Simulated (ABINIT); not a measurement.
# Beyond one shot: CdS (Hawleyite), part 2 of 3

Aim: iterate the self-energy on CdS (Hawleyite) and follow the gap from cycle to cycle.

ABINIT 10.8.3; PBE and many-body steps on it, plane waves. Known limits of the many-body steps: not at the basis limit; no spin-orbit coupling; coarse k mesh.

So far. Step 5 (evGW0, cycle 1): Against G0W0 in ABINIT (4×4×4 mesh, 148 bands, screening to 163.3 eV, Godby-Needs plasmon pole), the gap moves by +0.259 eV. This first cycle still uses the starting levels; it takes the full correction, at all points of the mesh, and its linearised value is 1.981 eV. Step 6 (evGW0, cycle 2): Against the cycle before, the gap moves by −0.114 eV.

### Step 7. evGW0, cycle 3

Level of this step: evGW0 on PBE, plane waves, norm-conserving pseudopotentials (ABINIT).

Input file run.abi:

```
acell 3*1.0 Angstrom
rprim 
  0.000000000000 2.958200000000 2.958200000000
  2.958200000000 0.000000000000 2.958200000000
  2.958200000000 2.958200000000 -0.000000000000
ntypat 2
znucl 48 16
natom 2
typat 1 2
xred 
  0.000000000000 0.000000000000 0.000000000000
  0.250000000000 0.250000000000 0.250000000000
pp_dirpath "pseudos"
pseudos "Cd.upf, S.upf"
ecut 47
ngkpt 4 4 4
nshiftk 1
shiftk 0 0 0
kptopt 1
chksymbreak 0
istwfk *1
occopt 1
irdwfk 1
optdriver 4
nband 148
gwcalctyp 10
ecutsigx 47
symsigma 1
nkptgw 8
kptgw 
  0.0000000000 0.0000000000 0.0000000000
  0.2500000000 0.0000000000 0.0000000000
  0.5000000000 0.0000000000 0.0000000000
  0.2500000000 0.2500000000 0.0000000000
  0.5000000000 0.2500000000 0.0000000000
  -0.2500000000 0.2500000000 0.0000000000
  0.5000000000 0.5000000000 0.0000000000
  -0.2500000000 0.5000000000 0.2500000000
bdgw 
  6 23
  6 23
  6 23
  6 23
  6 23
  6 23
  6 23
  6 23
ecuteps 6
irdscr 1
ppmodel 1
irdqps 1
indata_prefix "in"
outdata_prefix "out"
tmpdata_prefix "tmp"
```

On the command line:

```
OMP_NUM_THREADS=1 mpirun -n 4 abinit run.abi > log
```

The log of the run:

```text
.Version 10.8.3 of ABINIT. v10.8.2 released Aug 2026.

 Symmetries : space group F-4 3 m (#216); Bravais cF (face-center cubic)
[... echo of the input left out ...]
== DATASET  1 ==================================================================
-   mpi_nproc: 4, omp_nthreads: 1 (-1 if OMP is not activated)

--- !DatasetInfo
iteration_state: {dtset: 1, }
dimensions: {natom: 2, nkpt: 8, mband: 148, nsppol: 1, nspinor: 1, nspden: 1, mpw: 5410, }
cutoff_energies: {ecut:  47.0, pawecutdg:  -1.0, }
[...]
.  kptgw no:  3; Maximum DeltaE = (   0.004  -0.000) for band index: 16
[...]
.  kptgw no:  7; Maximum DeltaE = (   0.005  -0.000) for band index: 18
.  kptgw no:  8; Maximum DeltaE = (   0.007  -0.001) for band index: 18

== END DATASET(S) ==============================================================
================================================================================

 -outvars: echo values of variables after computation  --------
           etotal      0.0000000000E+00
            nband         148
             nkpt           8
          spgroup         216
 [... the other variables as echoed above ...]

 Calculation completed.
```

It took 6.6 min on 4 MPI ranks of Arm Neoverse V1, shared host; peak memory 2.1 GiB; 26 min of CPU time.

Numbers from this step:

```yaml
quasiparticle_gap_on_the_mesh: 2.136 eV
gap_of_the_density_functional_on_the_mesh: 1.051 eV
k_of_the_valence_top: 0, 0, 0
k_of_the_conduction_bottom: 0, 0, 0
least_direct_quasiparticle_gap_on_the_computed_points: 2.136 eV
```

Against the cycle before, the gap moves by +0.010 eV.

### Step 8. Screening, 4×4×4 mesh, 148 bands, screening to 163.3 eV

This step: RPA screening on PBE, plane waves, norm-conserving pseudopotentials.

Input file run.abi:

```
acell 3*1.0 Angstrom
rprim 
  0.000000000000 2.958200000000 2.958200000000
  2.958200000000 0.000000000000 2.958200000000
  2.958200000000 2.958200000000 -0.000000000000
ntypat 2
znucl 48 16
natom 2
typat 1 2
xred 
  0.000000000000 0.000000000000 0.000000000000
  0.250000000000 0.250000000000 0.250000000000
pp_dirpath "pseudos"
pseudos "Cd.upf, S.upf"
ecut 47
ngkpt 4 4 4
nshiftk 1
shiftk 0 0 0
kptopt 1
chksymbreak 0
istwfk *1
occopt 1
irdwfk 1
optdriver 3
nband 148
ecuteps 6
inclvkb 2
awtr 1
symchi 1
gwcalctyp 10
mbpt_sciss 1.255 eV
nqptdm 1
qptdm 
  0 0 0
indata_prefix "in"
outdata_prefix "out"
tmpdata_prefix "tmp"
```

The log of the run:

```text
.Version 10.8.3 of ABINIT. v10.8.2 released Aug 2026.

 Symmetries : space group F-4 3 m (#216); Bravais cF (face-center cubic)
[... echo of the input left out ...]
== DATASET  1 ==================================================================
-   mpi_nproc: 4, omp_nthreads: 1 (-1 if OMP is not activated)

--- !DatasetInfo
iteration_state: {dtset: 1, }
dimensions: {natom: 2, nkpt: 8, mband: 148, nsppol: 1, nspinor: 1, nspden: 1, mpw: 5410, }
cutoff_energies: {ecut:  47.0, pawecutdg:  -1.0, }
electrons: {nelect:   2.60000000E+01, charge:   0.00000000E+00, occopt:   1.00000000E+00, tsmear:   1.00000000E-02, }

 SCREENING: Calculation of the susceptibility and dielectric matrices

 Based on a program developped by R.W. Godby, V. Olevano, G. Onida, and L. Reining.
 Incorporated in ABINIT by V. Olevano, G.-M. Rignanese, and M. Torrent.
.Using double precision arithmetic ; gwpc =  8

[... cell and pseudopotentials left out ...]
--------------------------------------------------------------------------------

 ==== K-mesh for the wavefunctions ====
 Number of points in the irreducible wedge :     8
[... list of points left out ...]
 Together with 24 symmetry operations and time-reversal symmetry
 yields    64 points in the full Brillouin Zone.

 ==== Q-mesh for the screening function ====
 Number of points in the irreducible wedge :     8
[... list of points left out ...]
 Together with 24 symmetry operations and time-reversal symmetry
 yields    64 points in the full Brillouin Zone.

 setmesh: FFT mesh size selected  =    36x   36x   36
          total number of points  =        46656

 vcoul_init : cutoff-mode = AUXILIARY_FUNCTION
 q-points for optical limit:   1
     1)      0.000010    0.000020    0.000030

 Dielectric matrix will be calculated only for some
 selected q points provided by the user through the input variables
 nqptdm and qptdm

- screening: taking advantage of time-reversal symmetry
- Maximum band index for partially occupied states nbvw = 13
- Remaining bands to be divided among processors   nbcw = 135
- Number of bands treated by each node ~33

 rdqps: reading QP wavefunctions of the previous step
        looking for file in_QPS
 file not found, 1st iteration initialized with KS eigenelements

 screening : performing a first self-consistency
 update of the energies in W by a scissor operator
 applying a scissor operator of [eV] :   1.255

 Number of electrons calculated from density =   26.0000; Expected =   26.0000
 average of density, n =  0.074416
 r_s =    1.4749
 omega_plasma =   26.3140 [eV]

 calculating chi0 at frequencies [eV] :
  1    0.000000E+00    0.000000E+00
  2    0.000000E+00    2.631405E+01

--------------------------------------------------------------------------------
  q-point number  1        q = ( 0.000000, 0.000000, 0.000000) [r.l.u.]
--------------------------------------------------------------------------------
[... chi0 elements left out ...]
 For q-point:  0.000010 0.000020 0.000030
  dielectric constant =   7.8343
  dielectric constant without local fields =   8.3697

  Average fulfillment of the sum rule on Im[epsilon] for q-point    1 :     74.46  [%]
[... wings left out ...]
== END DATASET(S) ==============================================================
================================================================================

 -outvars: echo values of variables after computation  --------
           etotal      0.0000000000E+00
            nband         148
             nkpt           8
          spgroup         216
 [... the other variables as echoed above ...]

 Calculation completed.
```

The job ended after 12 s (4 MPI ranks; peak memory 1.6 GiB).

This step gave:

```
ε∞ with local fields, on this mesh, along the program's q direction : 7.834
the same without local fields                                       : 8.370
plasma frequency                                                    : 26.31 eV
plane waves in the screening matrix                                 : 259
```

This screening uses the functional's bands under a rigid shift, the mean opening of the cycle before.

### Step 9. Screening, 4×4×4 mesh, 148 bands, screening to 163.3 eV

This step: RPA screening on PBE from quasiparticle energies, plane waves, norm-conserving pseudopotentials.

run.abi, as its differences from that of step 8:

```diff
@@ -29,7 +29,13 @@
 symchi 1
+irdqps 1
 gwcalctyp 10
-mbpt_sciss 1.255 eV
-nqptdm 1
+nqptdm 7
 qptdm 
-  0 0 0
+  0.2500000000 0.0000000000 0.0000000000
+  0.5000000000 0.0000000000 0.0000000000
+  0.2500000000 0.2500000000 0.0000000000
+  0.5000000000 0.2500000000 0.0000000000
+  -0.2500000000 0.2500000000 0.0000000000
+  0.5000000000 0.5000000000 0.0000000000
+  -0.2500000000 0.5000000000 0.2500000000
 indata_prefix "in"
```

Input file mrgscr.stdin:

```
2
merged
q0_SCR
out_SCR
1
```

On the command line:

```
OMP_NUM_THREADS=1 mpirun -n 4 abinit run.abi > log; mrgscr < mrgscr.stdin
```

The log of the run:

```text
.Version 10.8.3 of ABINIT. v10.8.2 released Aug 2026.

 Symmetries : space group F-4 3 m (#216); Bravais cF (face-center cubic)
[... echo of the input left out ...]
== DATASET  1 ==================================================================
-   mpi_nproc: 4, omp_nthreads: 1 (-1 if OMP is not activated)

--- !DatasetInfo
iteration_state: {dtset: 1, }
dimensions: {natom: 2, nkpt: 8, mband: 148, nsppol: 1, nspinor: 1, nspden: 1, mpw: 5410, }
cutoff_energies: {ecut:  47.0, pawecutdg:  -1.0, }
[...]
q-point number  1        q = ( 0.250000, 0.000000, 0.000000) [r.l.u.]
--------------------------------------------------------------------------------
[... chi0 elements left out ...]
  Average fulfillment of the sum rule on Im[epsilon] for q-point    2 :     87.35  [%]

--------------------------------------------------------------------------------
  q-point number  2        q = ( 0.500000, 0.000000, 0.000000) [r.l.u.]
--------------------------------------------------------------------------------
[... chi0 elements left out ...]
  Average fulfillment of the sum rule on Im[epsilon] for q-point    3 :     81.62  [%]

 [... 5 further q-points ...]
```

It took 67 s on 4 MPI ranks; peak memory 1.5 GiB.

Numbers from this step:

```
plasma frequency                    : 26.31 eV
plane waves in the screening matrix : 259
```

This screening reads the quasiparticle levels of the cycle before.

### Step 10. evGW, cycle 1

This step: evGW on PBE, plane waves, norm-conserving pseudopotentials.

run.abi, as its differences from that of step 9:

```diff
@@ -23,12 +23,10 @@
 irdwfk 1
-optdriver 3
+optdriver 4
 nband 148
-ecuteps 6
-inclvkb 2
-awtr 1
-symchi 1
-irdqps 1
 gwcalctyp 10
-nqptdm 7
-qptdm 
+ecutsigx 47
+symsigma 1
+nkptgw 8
+kptgw 
+  0.0000000000 0.0000000000 0.0000000000
   0.2500000000 0.0000000000 0.0000000000
@@ -40,2 +38,15 @@
   -0.2500000000 0.5000000000 0.2500000000
+bdgw 
+  6 23
+  6 23
+  6 23
+  6 23
+  6 23
+  6 23
+  6 23
+  6 23
+ecuteps 6
+irdscr 1
+ppmodel 1
+irdqps 1
 indata_prefix "in"
```

On the command line:

```
OMP_NUM_THREADS=1 mpirun -n 4 abinit run.abi > log
```

The log of the run:

```text
.Version 10.8.3 of ABINIT. v10.8.2 released Aug 2026.

 Symmetries : space group F-4 3 m (#216); Bravais cF (face-center cubic)
[... echo of the input left out ...]
== DATASET  1 ==================================================================
-   mpi_nproc: 4, omp_nthreads: 1 (-1 if OMP is not activated)

--- !DatasetInfo
iteration_state: {dtset: 1, }
dimensions: {natom: 2, nkpt: 8, mband: 148, nsppol: 1, nspinor: 1, nspden: 1, mpw: 5410, }
cutoff_energies: {ecut:  47.0, pawecutdg:  -1.0, }
[...]
.  kptgw no:  3; Maximum DeltaE = (   0.164   0.000) for band index: 17
[...]
.  kptgw no:  7; Maximum DeltaE = (   0.198  -0.000) for band index: 18
.  kptgw no:  8; Maximum DeltaE = (   0.214  -0.002) for band index: 18

== END DATASET(S) ==============================================================
================================================================================

 -outvars: echo values of variables after computation  --------
           etotal      0.0000000000E+00
            nband         148
             nkpt           8
          spgroup         216
 [... the other variables as echoed above ...]

 Calculation completed.
```

The job ended after 6.6 min (4 MPI ranks; peak memory 2.1 GiB).

This step gave:

```
quasiparticle gap on the mesh                         : 2.398 eV
gap of the density functional on the mesh             : 1.051 eV
k of the valence top                                  : 0, 0, 0
k of the conduction bottom                            : 0, 0, 0
least direct quasiparticle gap on the computed points : 2.398 eV
```

Against G0W0 in ABINIT (4×4×4 mesh, 148 bands, screening to 163.3 eV, Godby-Needs plasmon pole), the gap moves by +0.417 eV.

### Step 11. Screening, 4×4×4 mesh, 148 bands, screening to 163.3 eV

This step: RPA screening on PBE, plane waves, norm-conserving pseudopotentials.

Input file run.abi:

```
acell 3*1.0 Angstrom
rprim 
  0.000000000000 2.958200000000 2.958200000000
  2.958200000000 0.000000000000 2.958200000000
  2.958200000000 2.958200000000 -0.000000000000
ntypat 2
znucl 48 16
natom 2
typat 1 2
xred 
  0.000000000000 0.000000000000 0.000000000000
  0.250000000000 0.250000000000 0.250000000000
pp_dirpath "pseudos"
pseudos "Cd.upf, S.upf"
ecut 47
ngkpt 4 4 4
nshiftk 1
shiftk 0 0 0
kptopt 1
chksymbreak 0
istwfk *1
occopt 1
irdwfk 1
optdriver 3
nband 148
ecuteps 6
inclvkb 2
awtr 1
symchi 1
gwcalctyp 10
mbpt_sciss 1.552 eV
nqptdm 1
qptdm 
  0 0 0
indata_prefix "in"
outdata_prefix "out"
tmpdata_prefix "tmp"
```

The log of the run:

```text
.Version 10.8.3 of ABINIT. v10.8.2 released Aug 2026.

 Symmetries : space group F-4 3 m (#216); Bravais cF (face-center cubic)
[... echo of the input left out ...]
== DATASET  1 ==================================================================
-   mpi_nproc: 4, omp_nthreads: 1 (-1 if OMP is not activated)

--- !DatasetInfo
iteration_state: {dtset: 1, }
dimensions: {natom: 2, nkpt: 8, mband: 148, nsppol: 1, nspinor: 1, nspden: 1, mpw: 5410, }
cutoff_energies: {ecut:  47.0, pawecutdg:  -1.0, }
[...]
[... chi0 elements left out ...]
 For q-point:  0.000010 0.000020 0.000030
  dielectric constant =   7.3448
  dielectric constant without local fields =   7.8522

  Average fulfillment of the sum rule on Im[epsilon] for q-point    1 :     74.97  [%]
[... wings left out ...]
== END DATASET(S) ==============================================================
================================================================================

 -outvars: echo values of variables after computation  --------
           etotal      0.0000000000E+00
            nband         148
             nkpt           8
          spgroup         216
 [... the other variables as echoed above ...]

 Calculation completed.
```

Elapsed: 13 s, on 4 MPI ranks; peak memory 1.6 GiB; 50 s of CPU time.

Numbers from this step:

* ε∞ with local fields, on this mesh, along the program's q direction: 7.345
* the same without local fields: 7.852
* plasma frequency: 26.31 eV
* plane waves in the screening matrix: 259

This screening uses the functional's bands under a rigid shift, the mean opening of the cycle before.

### Step 12. Screening, 4×4×4 mesh, 148 bands, screening to 163.3 eV

This step: RPA screening on PBE from quasiparticle energies, plane waves, norm-conserving pseudopotentials.

run.abi, as its differences from that of step 11:

```diff
@@ -29,7 +29,13 @@
 symchi 1
+irdqps 1
 gwcalctyp 10
-mbpt_sciss 1.552 eV
-nqptdm 1
+nqptdm 7
 qptdm 
-  0 0 0
+  0.2500000000 0.0000000000 0.0000000000
+  0.5000000000 0.0000000000 0.0000000000
+  0.2500000000 0.2500000000 0.0000000000
+  0.5000000000 0.2500000000 0.0000000000
+  -0.2500000000 0.2500000000 0.0000000000
+  0.5000000000 0.5000000000 0.0000000000
+  -0.2500000000 0.5000000000 0.2500000000
 indata_prefix "in"
```

mrgscr.stdin is that of step 9.

On the command line:

```
OMP_NUM_THREADS=1 mpirun -n 4 abinit run.abi > log; mrgscr < mrgscr.stdin
```

The log of the run:

```text
.Version 10.8.3 of ABINIT. v10.8.2 released Aug 2026.

 Symmetries : space group F-4 3 m (#216); Bravais cF (face-center cubic)
[... echo of the input left out ...]
== DATASET  1 ==================================================================
-   mpi_nproc: 4, omp_nthreads: 1 (-1 if OMP is not activated)

--- !DatasetInfo
iteration_state: {dtset: 1, }
dimensions: {natom: 2, nkpt: 8, mband: 148, nsppol: 1, nspinor: 1, nspden: 1, mpw: 5410, }
cutoff_energies: {ecut:  47.0, pawecutdg:  -1.0, }
[...]
q-point number  1        q = ( 0.250000, 0.000000, 0.000000) [r.l.u.]
--------------------------------------------------------------------------------
[... chi0 elements left out ...]
  Average fulfillment of the sum rule on Im[epsilon] for q-point    2 :     88.52  [%]

--------------------------------------------------------------------------------
  q-point number  2        q = ( 0.500000, 0.000000, 0.000000) [r.l.u.]
--------------------------------------------------------------------------------
[... chi0 elements left out ...]
  Average fulfillment of the sum rule on Im[epsilon] for q-point    3 :     82.40  [%]

 [... 5 further q-points ...]
```

Elapsed: 68 s, on 4 MPI ranks; peak memory 1.5 GiB; 4.5 min of CPU time.

Numbers from this step:

```
plasma frequency                    : 26.31 eV
plane waves in the screening matrix : 259
```

This screening reads the quasiparticle levels of the cycle before.

### Step 13. evGW, cycle 2

This step: evGW on PBE, plane waves, norm-conserving pseudopotentials.

run.abi, as its differences from that of step 12:

```diff
@@ -23,12 +23,10 @@
 irdwfk 1
-optdriver 3
+optdriver 4
 nband 148
-ecuteps 6
-inclvkb 2
-awtr 1
-symchi 1
-irdqps 1
 gwcalctyp 10
-nqptdm 7
-qptdm 
+ecutsigx 47
+symsigma 1
+nkptgw 8
+kptgw 
+  0.0000000000 0.0000000000 0.0000000000
   0.2500000000 0.0000000000 0.0000000000
@@ -40,2 +38,15 @@
   -0.2500000000 0.5000000000 0.2500000000
+bdgw 
+  6 23
+  6 23
+  6 23
+  6 23
+  6 23
+  6 23
+  6 23
+  6 23
+ecuteps 6
+irdscr 1
+ppmodel 1
+irdqps 1
 indata_prefix "in"
```

On the command line:

```
OMP_NUM_THREADS=1 mpirun -n 4 abinit run.abi > log
```

The log of the run:

```text
.Version 10.8.3 of ABINIT. v10.8.2 released Aug 2026.

 Symmetries : space group F-4 3 m (#216); Bravais cF (face-center cubic)
[... echo of the input left out ...]
== DATASET  1 ==================================================================
-   mpi_nproc: 4, omp_nthreads: 1 (-1 if OMP is not activated)

--- !DatasetInfo
iteration_state: {dtset: 1, }
dimensions: {natom: 2, nkpt: 8, mband: 148, nsppol: 1, nspinor: 1, nspden: 1, mpw: 5410, }
cutoff_energies: {ecut:  47.0, pawecutdg:  -1.0, }
[...]
.  kptgw no:  3; Maximum DeltaE = (   0.025  -0.000) for band index: 16
[...]
.  kptgw no:  7; Maximum DeltaE = (   0.031   0.003) for band index:  4
.  kptgw no:  8; Maximum DeltaE = (   0.025   0.000) for band index: 16

== END DATASET(S) ==============================================================
================================================================================

 -outvars: echo values of variables after computation  --------
           etotal      0.0000000000E+00
            nband         148
             nkpt           8
          spgroup         216
 [... the other variables as echoed above ...]

 Calculation completed.
```

Elapsed: 6.6 min, on 4 MPI ranks; peak memory 2.1 GiB.

Numbers from this step:

- quasiparticle gap on the mesh: 2.43 eV
- gap of the density functional on the mesh: 1.051 eV
- k of the valence top: 0, 0, 0
- k of the conduction bottom: 0, 0, 0
- least direct quasiparticle gap on the computed points: 2.43 eV

Against the cycle before, the gap moves by +0.032 eV.

### Step 14. Screening, 4×4×4 mesh, 148 bands, screening to 163.3 eV

This step: RPA screening on PBE, plane waves, norm-conserving pseudopotentials.

Input file run.abi:

```
acell 3*1.0 Angstrom
rprim 
  0.000000000000 2.958200000000 2.958200000000
  2.958200000000 0.000000000000 2.958200000000
  2.958200000000 2.958200000000 -0.000000000000
ntypat 2
znucl 48 16
natom 2
typat 1 2
xred 
  0.000000000000 0.000000000000 0.000000000000
  0.250000000000 0.250000000000 0.250000000000
pp_dirpath "pseudos"
pseudos "Cd.upf, S.upf"
ecut 47
ngkpt 4 4 4
nshiftk 1
shiftk 0 0 0
kptopt 1
chksymbreak 0
istwfk *1
occopt 1
irdwfk 1
optdriver 3
nband 148
ecuteps 6
inclvkb 2
awtr 1
symchi 1
gwcalctyp 10
mbpt_sciss 1.591 eV
nqptdm 1
qptdm 
  0 0 0
indata_prefix "in"
outdata_prefix "out"
tmpdata_prefix "tmp"
```

The log of the run:

```text
.Version 10.8.3 of ABINIT. v10.8.2 released Aug 2026.

 Symmetries : space group F-4 3 m (#216); Bravais cF (face-center cubic)
[... echo of the input left out ...]
== DATASET  1 ==================================================================
-   mpi_nproc: 4, omp_nthreads: 1 (-1 if OMP is not activated)

--- !DatasetInfo
iteration_state: {dtset: 1, }
dimensions: {natom: 2, nkpt: 8, mband: 148, nsppol: 1, nspinor: 1, nspden: 1, mpw: 5410, }
cutoff_energies: {ecut:  47.0, pawecutdg:  -1.0, }
[...]
[... chi0 elements left out ...]
 For q-point:  0.000010 0.000020 0.000030
  dielectric constant =   7.2871
  dielectric constant without local fields =   7.7910

  Average fulfillment of the sum rule on Im[epsilon] for q-point    1 :     75.03  [%]
[... wings left out ...]
== END DATASET(S) ==============================================================
================================================================================

 -outvars: echo values of variables after computation  --------
           etotal      0.0000000000E+00
            nband         148
             nkpt           8
          spgroup         216
 [... the other variables as echoed above ...]

 Calculation completed.
```

Wall time 12 s (4 MPI ranks); peak memory 1.6 GiB; 49 s of CPU time.

Numbers from this step:

```yaml
eps_infinity_with_local_fields_on_this_mesh_along_the_program_s_q_direction: 7.287
the_same_without_local_fields: 7.791
plasma_frequency: 26.31 eV
plane_waves_in_the_screening_matrix: 259
```

This screening uses the functional's bands under a rigid shift, the mean opening of the cycle before.

(Continued in part 3 of 3.)

[Paths, hosts, dates, memory and timing lines, banners, echoed tables and standing remarks are left out of the program output.]

[Logs are printed without paths, hosts, clocks, repeated set-up lines and the standing remarks that a program may print on its own settings, such as how far it seeks lower states.]

[Runs of the session that timed out or met a known fault of the program may be left out.]

[Hosts, paths, dates, database ids (printed as entryN), source tags and the programs' standing remarks are cut or masked in the printed files.]

[G0W0 gaps are taken among the corrected bands and points alone; a level outside them can change the order at an edge.]

[Where Ansatz stands beside ABINIT at settings called matched, ABINIT's density can come from a denser mesh and the files from another edition; pairs whose starting gaps differed by over 0.03 eV were left out, so agreement reads better than it is.]
